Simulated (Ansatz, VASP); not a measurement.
# GePt: VASP beside Ansatz

Wanted: the spread between two codes on one cell, functional and k mesh.

Method: plane waves, with VASP 6.6.1 beside it; single point at PBE, in Ansatz 0.2.0.

## 1. The structure

The structure is orthorhombic, space group Pnma (No. 62). The conventional cell has a = 5.898 Å, b = 3.687 Å, c = 6.218 Å, α = 90.00°, β = 90.00°, γ = 90.00°. Nearest to Pt lie 6 Ge at 2.52 to 2.69 Å. Nearest to Ge lie 6 Pt at 2.52 to 2.69 Å. Farther neighbours are not listed.

## 2. VASP: single point, PBE

A single point gives forces, pressure and levels at one fixed geometry, so differences don't come from the geometry; what else differs is listed under the comparison.

Lines of VASP's logs that name or quote its potential files are left out, and so is its time.

Input file INCAR:

```
SYSTEM = GePt
PREC = Normal
ENCUT = 300
EDIFF = 1E-05
NELM = 120
ISMEAR = 1
SIGMA = 0.2
LREAL = Auto
ALGO = Fast
GGA = PE
NBANDS = 136
LASPH = .TRUE.
LORBIT = 11
LWAVE = .FALSE.
LCHARG = .FALSE.
KPAR = 4
NCORE = 2
```

Input file POSCAR:

```
GePt
1.0
   -5.8975990762      3.6868494619      6.2184393535
    5.8975990762     -3.6868494619      6.2184393535
    5.8975990762      3.6868494619     -6.2184393535
Pt Ge
16 16
Direct
    0.7775383726      0.4028127152      0.3752743426
    0.2775383726      0.9028127152      0.3752743427
    0.2775383726      0.4028127152      0.8752743426
    0.7775383726      0.9028127152      0.8752743427
    0.2775383726      0.4022640300      0.3747256574
    0.7775383726      0.9022640300      0.3747256574
    0.7775383726      0.4022640299      0.8747256574
    0.2775383726      0.9022640300      0.8747256574
    0.7224616274      0.5977359700      0.6252743426
    0.2224616274      0.0977359701      0.6252743426
    0.2224616274      0.5977359700      0.1252743427
    0.7224616274      0.0977359701      0.1252743427
    0.2224616274      0.5971872848      0.6247256574
    0.7224616274      0.0971872848      0.6247256574
    0.7224616274      0.5971872848      0.1247256574
    0.2224616274      0.0971872848      0.1247256574
    0.5825677417      0.6127194037      0.7801516621
    0.0825677417      0.1127194037      0.7801516621
    0.0825677417      0.6127194037      0.2801516621
    0.5825677417      0.1127194037      0.2801516621
    0.5825677416      0.8024160796      0.4698483380
    0.0825677417      0.3024160796      0.4698483380
    0.0825677417      0.8024160796      0.9698483380
    0.5825677417      0.3024160796      0.9698483380
    0.4174322584      0.1975839204      0.5301516621
    0.9174322584      0.6975839204      0.5301516621
    0.9174322584      0.1975839204      0.0301516621
    0.4174322584      0.6975839204      0.0301516621
    0.4174322583      0.3872805963      0.2198483380
    0.9174322584      0.8872805963      0.2198483380
    0.9174322584      0.3872805963      0.7198483380
    0.4174322583      0.8872805963      0.7198483380
```

Input file KPOINTS:

```
Automatic mesh
0
Gamma
4 4 4
0 0 0
```

PAW data sets: Pt and Ge (PBE family, release 64).

Run with:

```console
$ mpirun -np 8 vasp_std
```

Numbers of over 12 decimals in the logs are rounded to 6 here.

The log of the run:

```text
[banner, memory and clock lines left out]
running    8 mpi-ranks, on    1 nodes
[...]
LDA part: xc-table for (Slater+PW92), standard interpolation
 POSCAR, INCAR and KPOINTS ok, starting setup
[...]
entering main loop
       N       E                     dE             d eps       ncg     rms          rms(c)
DAV:   1     0.845122517889E+03    0.84512E+03   -0.73731E+04  4896   0.958E+02
DAV:   2    -0.132098708652E+03   -0.97722E+03   -0.92658E+03  5536   0.224E+02
DAV:   3    -0.189953568223E+03   -0.57855E+02   -0.55824E+02  5840   0.479E+01
DAV:   4    -0.191555026293E+03   -0.16015E+01   -0.15808E+01  5792   0.785E+00
[...]
RMM:  13    -0.184653196718E+03   -0.13792E-06   -0.31655E-04  5673   0.378E-02    0.160E-02
RMM:  14    -0.184653208423E+03   -0.11704E-04   -0.11525E-04  5018   0.187E-02    0.104E-02
RMM:  15    -0.184653209389E+03   -0.96653E-06   -0.22097E-05  3320   0.101E-02
   1 F= -.18465321E+03 E0= -.18465335E+03  d E =0.427198E-03
```

OUTCAR, selected parts (step 2):

```text
  Total       -3.4632498      3.3206690     -2.9178159      0.0000000      0.0000000      0.0000000
  in kB      -10.2594093      9.8370328     -8.6436352      0.0000000      0.0000000      0.0000000
  external PRESSURE =      -3.0220039 kB  Pullay stress =       0.0000000 kB

 POSITION                                       TOTAL-FORCE (eV/Angst)
 -----------------------------------------------------------------------------------
      0.00324      2.76514      5.00632         0.024294      0.000000      0.078908
      5.90084     -0.92171      5.00632         0.024294      0.000000      0.078908
      5.90084      2.76514     -1.21212         0.024294      0.000000      0.078908
      5.90084      2.76514      5.00632         0.024294      0.000000      0.078908
      2.94556      0.92171      1.89710        -0.024294     -0.000000      0.078908
      2.94556      0.92171      8.11554        -0.024294     -0.000000      0.078908
      2.94556      4.60856      1.89710        -0.024294     -0.000000      0.078908
      8.84316      0.92171      1.89710        -0.024294     -0.000000      0.078908
      2.95204      2.76514      4.32134         0.024294      0.000000     -0.078908
      2.95204      2.76514     -1.89710         0.024294     -0.000000     -0.078908
      2.95204     -0.92171      4.32134         0.024294      0.000000     -0.078908
     -2.94556      2.76514      4.32134         0.024294     -0.000000     -0.078908
      5.89436      0.92171      1.21212        -0.024294     -0.000000     -0.078908
     -0.00324      4.60856      1.21212        -0.024294     -0.000000     -0.078908
[...]
-----------------------------------------------------------------------------------
    total drift:                                0.000001      0.000001     -0.000000

  FREE ENERGIE OF THE ION-ELECTRON SYSTEM (eV)
  ---------------------------------------------------
  free  energy   TOTEN  =      -184.6532093891 eV

  energy  without entropy=     -184.6536365868  energy(sigma->0) =     -184.65335179

[... 3 further parts left out ...]
[key lines of the parts left out:]
E-fermi :   8.2155
```

The data set Ge keeps the semicore shell frozen, which is cheaper and a little less accurate.

## 3. Ansatz: single point, PBE

Ansatz runs on its default PAW (the set named soft_2) files.

The same cell, functional, mesh and smearing now go to Ansatz, which takes its cutoff from its data sets.

Input file input.yaml:

```yaml
crystal:
  lattice:
    - [-5.8975990762, 3.6868494619, 6.2184393535]
    - [5.8975990762, -3.6868494619, 6.2184393535]
    - [5.8975990762, 3.6868494619, -6.2184393535]
  atoms:
    - { symbol: Pt, position: [0.7775383726, 0.4028127152, 0.3752743426] }
    - { symbol: Pt, position: [0.2775383726, 0.9028127152, 0.3752743427] }
    - { symbol: Pt, position: [0.2775383726, 0.4028127152, 0.8752743426] }
    - { symbol: Pt, position: [0.7775383726, 0.9028127152, 0.8752743427] }
    - { symbol: Pt, position: [0.2775383726, 0.40226403, 0.3747256574] }
    - { symbol: Pt, position: [0.7775383726, 0.90226403, 0.3747256574] }
    - { symbol: Pt, position: [0.7775383726, 0.4022640299, 0.8747256574] }
    - { symbol: Pt, position: [0.2775383726, 0.90226403, 0.8747256574] }
    - { symbol: Pt, position: [0.7224616274, 0.59773597, 0.6252743426] }
    - { symbol: Pt, position: [0.2224616274, 0.0977359701, 0.6252743426] }
    - { symbol: Pt, position: [0.2224616274, 0.59773597, 0.1252743427] }
    - { symbol: Pt, position: [0.7224616274, 0.0977359701, 0.1252743427] }
    - { symbol: Pt, position: [0.2224616274, 0.5971872848, 0.6247256574] }
    - { symbol: Pt, position: [0.7224616274, 0.0971872848, 0.6247256574] }
    - { symbol: Pt, position: [0.7224616274, 0.5971872848, 0.1247256574] }
    - { symbol: Pt, position: [0.2224616274, 0.0971872848, 0.1247256574] }
    - { symbol: Ge, position: [0.5825677417, 0.6127194037, 0.7801516621] }
    - { symbol: Ge, position: [0.0825677417, 0.1127194037, 0.7801516621] }
    - { symbol: Ge, position: [0.0825677417, 0.6127194037, 0.2801516621] }
    - { symbol: Ge, position: [0.5825677417, 0.1127194037, 0.2801516621] }
    - { symbol: Ge, position: [0.5825677416, 0.8024160796, 0.469848338] }
    - { symbol: Ge, position: [0.0825677417, 0.3024160796, 0.469848338] }
    - { symbol: Ge, position: [0.0825677417, 0.8024160796, 0.969848338] }
    - { symbol: Ge, position: [0.5825677417, 0.3024160796, 0.969848338] }
    - { symbol: Ge, position: [0.4174322584, 0.1975839204, 0.5301516621] }
    - { symbol: Ge, position: [0.9174322584, 0.6975839204, 0.5301516621] }
    - { symbol: Ge, position: [0.9174322584, 0.1975839204, 0.0301516621] }
    - { symbol: Ge, position: [0.4174322584, 0.6975839204, 0.0301516621] }
    - { symbol: Ge, position: [0.4174322583, 0.3872805963, 0.219848338] }
    - { symbol: Ge, position: [0.9174322584, 0.8872805963, 0.219848338] }
    - { symbol: Ge, position: [0.9174322584, 0.3872805963, 0.719848338] }
    - { symbol: Ge, position: [0.4174322583, 0.8872805963, 0.719848338] }
hamiltonian:
  xc: pbe
  pseudopotentials: { kind: paw }
kpoints:
  mp_grid: { grid: [4, 4, 4] }
scf:
  occupations: { method: methfessel_paxton, width: 0.2 }
  n_extra_bands: 12
output:
  forces: true
  stress: true
  eigenvalues: true
```

Run with:

```console
$ ansatz run input.yaml --threads 8 --pin off --max-ram 18432MiB --backend cpu --events-out ev --progress --plain --runs-dir out
```

The log of the run:

```text
scf.n_extra_bands = 12 over 256 filled bands (N_el = 512.0): the run solves 268 bands
Engine: ansatz 0.2.0, aarch64-unknown-linux-gnu
Pseudopotentials: kind: paw
Pseudopotential: Pt, paw, valence charge 18, recommended cutoff 420 eV (normal), Pt.paw.azcp
Pseudopotential: Ge, paw, valence charge 14, recommended cutoff 420 eV (normal), Ge.paw.azcp
Functional definition: PBE
  parameter kappa = 0.804
  parameter beta = 0.066725
  exchange = pbe_x(kappa = kappa, mu = beta*pi^2/3)
  correlation = pbe_c(beta = beta)
Crystal: 32 atoms, lattice volume = 540.844 Å³
Basis set: ecut = 420 eV, 10599 PW (Γ), exchange–correlation on 128×128×128 points (8 copies of the dense FFT grid, shifted against one another)
Bands: 268, of which v1, the nominal top of the filled ones, is band 256 counted from 1 (255 counted from 0)
Symmetry: 32 space group operations
Space group: Pnma (ITA 62), of the structure as read, at distance tolerance 8.1e-5 Å
k-points: 18 of 64
Non-local potential: Pt, projectors of the file, l = 0: 3, l = 1: 2, l = 2: 2, l = 3: 1
Non-local potential: Ge, projectors of the file, l = 0: 2, l = 1: 2, l = 2: 3, l = 3: 1
PAW form: soft (Blöchl's): semilocal exchange-correlation on the pseudo side does not see the compensation charge
PAW one-centre angular grid: Pt, 590 points (default); XC on 64 Gauss nodes
PAW one-centre angular grid: Ge, 590 points (default); XC on 64 Gauss nodes
Initial density: superposition of atomic densities (neutral atoms: chi_scale 0, normalization atom), corrected by the library's trained network
Initial wavefunctions: pseudopotential atomic-orbital guess
Functional: x = pbe(κ = 0.804, μ = 0.219515), c = pbe(β = 0.066725)
SCF iter   1: F=—  HF=-269102.771604 eV  |F-HF|=—  |Δ(HF+E_count)|=         —  Δρ=2.56e-3  dr2=1.11e-2  ethr=1.77e-3  ⟨swp⟩=5.0  Hψ=16593  notcnv=0
preconditioner: auto → Kerker (q_TF=auto, 2.703 Å⁻¹)  [metal: Δε(μ)=0.044 eV  Ē_g=14.211 eV  σ=0.200 eV  W_gap=0.18  n_scr=162 (ndim 8)  ℏωp=31.3 eV  f_vac=0.002  D(μ)=8.94/eV (n_scr^D=46)]
SCF iter   2: F=—  HF=-269102.786679 eV  |F-HF|=—  |Δ(HF+E_count)|=   1.51e-2  S|Δr|=    0.00e0  Δρ=1.48e-3  dr2=3.74e-3  ethr=2.17e-6  ⟨swp⟩=4.0  Hψ=12797  notcnv=0
SCF iter   3: F=—  HF=-269102.790767 eV  |F-HF|=—  |Δ(HF+E_count)|=   4.09e-3  S|Δr|=    0.00e0  Δρ=2.57e-4  dr2=2.47e-4  ethr=7.30e-7  ⟨swp⟩=2.0  Hψ=8259  notcnv=0
SCF iter   4: F=—  HF=-269102.790715 eV  |F-HF|=—  |Δ(HF+E_count)|=   5.24e-5  S|Δr|=    0.00e0  Δρ=9.31e-5  dr2=2.78e-5  ethr=4.82e-8  ⟨swp⟩=2.0  Hψ=8260  notcnv=0
SCF iter   5: F=—  HF=-269102.790228 eV  |F-HF|=—  |Δ(HF+E_count)|=   4.87e-4  S|Δr|=    0.00e0  Δρ=2.37e-5  dr2=2.68e-6  ethr=5.42e-9  ⟨swp⟩=2.0  Hψ=6819  notcnv=0
SCF iter   6: F=—  HF=-269102.790229 eV  |F-HF|=—  |Δ(HF+E_count)|=   9.65e-7  S|Δr|=    0.00e0  Δρ=7.14e-6  dr2=2.37e-7  ethr=5.23e-10  ⟨swp⟩=2.0  Hψ=6820  notcnv=0
SCF iter   7: F=-269102.790229 eV  HF=-269102.790229 eV  |F-HF|=1.11e-8  |Δ(HF+E_count)|=   7.04e-8  S|Δr|=    0.00e0  Δρ=1.99e-6  dr2=3.22e-8  ethr=1.95e-11  ⟨swp⟩=6.2  Hψ=17372  notcnv=0
SCF 1 converged in 7 iterations: F = -269102.790229 eV  dr2 = 3.22e-8
  greatest PAW one-centre occupation: 1.000 electrons in one spin orbital (limit 2), on the Pt atom at site 11 (counted from 0), in its partial waves of l = 0
SCF converged after 7 iterations
Stability not checked: this state was not tested for a lower state beside it, because cold or Methfessel-Paxton smearing, or corrected tetrahedra, fill the levels in a way that the test cannot read (fill_not_monotonic; see scf.lower_state_search)
Free energy (F): -269102.790229 eV
Harris-Foulkes:  -269102.790229 eV  (|F-HF|=1.11e-8)
Internal energy: -269102.790550 eV  (E = F + TS)
E sigma→0 (E₀):  -269102.790309 eV
Entropy (-TS):   0.000320 eV (0.010 meV/atom)
Fermi energy:    16.855289 eV
Step filling:    the computed levels leave a gap of 0.0041 eV = 0.0 smearing widths at the electron count; against every level under it full and every level over it empty, smearing changes F+E_penalty+E_count by +3.013 meV and its σ→0 estimate by +2.933 meV
--- Per-component energies (eV) ---
  E_band       = -4695.677037
  E_kinetic    = 11999.289855
  E_local      = -61601.093785  (includes V_loc(G=0)·N_el)
  E_nonlocal   = 9888.701882
  E_hartree    = 25270.127835
  E_xc         = -5406.172967
  E_vxc        = -5891.604966  (∫ρ·V_xc dr)
  E_paw        = -183588.442418  (= ΣΔE_a)
  E_vpaw       = -9631.198498  (= ΣTr[D̂ρ^β])
  E_aug_tail   = 0.008702  (compensation charges beyond the density's cutoff)
  E_ewald      = -65665.209654
  E_smearing   = 0.000320  (= −TS)
  E_closure    = 0.000000  (closes the sum)
  Σ components = -269102.790229   (vs F -269102.790229, Δ=0.00e0)
--- Forces (eV/Å), atoms counted from 1 ---
  atom   1  Pt     0.02994339    -0.00000000     0.06753262
  atom   2  Pt     0.02994339    -0.00000000     0.06753262
  atom   3  Pt     0.02994339    -0.00000000     0.06753262
  atom   4  Pt     0.02994339     0.00000000     0.06753262
  atom   5  Pt    -0.02994339    -0.00000000     0.06753262
  atom   6  Pt    -0.02994339    -0.00000000     0.06753262
  atom   7  Pt    -0.02994339    -0.00000000     0.06753262
  atom   8  Pt    -0.02994339     0.00000000     0.06753262
  atom   9  Pt     0.02994339    -0.00000000    -0.06753262
  atom  10  Pt     0.02994339     0.00000000    -0.06753262
  atom  11  Pt     0.02994339     0.00000000    -0.06753262
  atom  12  Pt     0.02994339    -0.00000000    -0.06753262
  atom  13  Pt    -0.02994339    -0.00000000    -0.06753262
  atom  14  Pt    -0.02994339    -0.00000000    -0.06753262
  atom  15  Pt    -0.02994339    -0.00000000    -0.06753262
  atom  16  Pt    -0.02994339    -0.00000000    -0.06753262
  atom  17  Ge     0.03765393    -0.00000000     0.00937734
  atom  18  Ge     0.03765393    -0.00000000     0.00937734
  atom  19  Ge     0.03765393     0.00000000     0.00937734
  atom  20  Ge     0.03765393    -0.00000000     0.00937734
  atom  21  Ge    -0.03765393     0.00000000     0.00937734
  atom  22  Ge    -0.03765393     0.00000000     0.00937734
  atom  23  Ge    -0.03765393     0.00000000     0.00937734
  atom  24  Ge    -0.03765393     0.00000000     0.00937734
  atom  25  Ge     0.03765393     0.00000000    -0.00937734
  atom  26  Ge     0.03765393    -0.00000000    -0.00937734
  atom  27  Ge     0.03765393    -0.00000000    -0.00937734
  atom  28  Ge     0.03765393     0.00000000    -0.00937734
  atom  29  Ge    -0.03765393     0.00000000    -0.00937734
  atom  30  Ge    -0.03765393     0.00000000    -0.00937734
  atom  31  Ge    -0.03765393     0.00000000    -0.00937734
  atom  32  Ge    -0.03765393     0.00000000    -0.00937734
  max |Σ_I F_I| component: 5.55e-17 eV/Å
--- Stress (GPa, compression-positive) ---
       -0.973768      -0.000000      -0.000000
       -0.000000       1.130844       0.000000
       -0.000000       0.000000      -0.710151
  P = ⅓ Tr σ = -0.1844 GPa (-1.844 kbar)
--- Band table (eV; the first three rows and the last of 18) ---
  k-point 0: bands = [... 252 lower, 15.8568, 15.8607, 17.2939, 17.2939, 17.4377, 17.4587, 17.4587, 17.4587, ... 8 higher]
  k-point 1: bands = [... 252 lower, 15.7842, 15.9429, 17.0157, 17.0157, 17.0545, 17.4024, 17.4024, 17.4689, ... 8 higher]
  k-point 2: bands = [... 252 lower, 16.4039, 16.4039, 16.4039, 16.4039, 17.1241, 17.1241, 17.1241, 17.1241, ... 8 higher]
  k-point 17: bands = [... 252 lower, 16.6859, 16.6859, 16.7134, 16.7134, 16.7984, 16.7984, 18.1373, 18.1373, ... 8 higher]
```

The job ended after 54 s (8 threads of Arm Neoverse N1, shared host; peak memory 6.3 GiB; 7 min of CPU time).

The run ends at a pressure of -0.18 GPa, with forces up to 0.074 eV/Å.

## 4. Comparison

Known differences besides the potentials themselves: the data sets hold 512 valence electrons in Ansatz (default PAW (the set named soft_2) files) and 224 in VASP; the cutoff is 420 eV in Ansatz and 300 eV in VASP (PREC = Normal, projectors in real space). Total energies have different zeros and are not compared.

Compared:

```csv
quantity,Ansatz,VASP,difference
pressure (GPa),-0.18,-0.30,+0.12
pressure without Ansatz's Pulay correction (GPa),-0.24,-0.30,+0.06
```

Forces on 8 of the 32 atoms, those with the largest forces and the largest differences (eV/Å; atoms numbered as in POSCAR):

```csv
atom,"Ansatz x, y, z","VASP x, y, z"
Pt1,"0.030, 0.000, 0.068","0.024, 0.000, 0.079"
Pt3,"0.030, 0.000, 0.068","0.024, 0.000, 0.079"
Pt10,"0.030, 0.000, -0.068","0.024, 0.000, -0.079"
Pt11,"0.030, 0.000, -0.068","0.024, 0.000, -0.079"
Pt12,"0.030, 0.000, -0.068","0.024, 0.000, -0.079"
Pt13,"-0.030, 0.000, -0.068","-0.024, 0.000, -0.079"
Pt14,"-0.030, 0.000, -0.068","-0.024, 0.000, -0.079"
Pt15,"-0.030, 0.000, -0.068","-0.024, 0.000, -0.079"
```

The forces differ by 6.8 meV/Å r.m.s., which is 17.8 % of the r.m.s. force of 0.04 eV/Å (both taken over all components). Ansatz's pressure holds a Pulay correction of 0.06 GPa; VASP's holds none.

## 5. Summary of results

```
r.m.s. force difference (single point, PBE) : 6.8 meV/Å
```

The r.m.s. force difference is 6.8 meV/Å (single point, PBE), within the 12 meV/Å picked in this series as the mark of a large difference. Such differences can come from data sets, numerical settings and the points named under the comparisons, not from the functional's error against experiment.

[Lines on the potential files, build, host, timing and source positions are cut from VASP's logs without a mark.]

[Logs are printed without paths, hosts, clocks, repeated set-up lines and the standing remarks that a program may print on its own settings, such as how far it seeks lower states.]

[Hosts, paths, dates, database ids (printed as entryN), source tags and the programs' standing remarks are cut or masked in the printed files.]
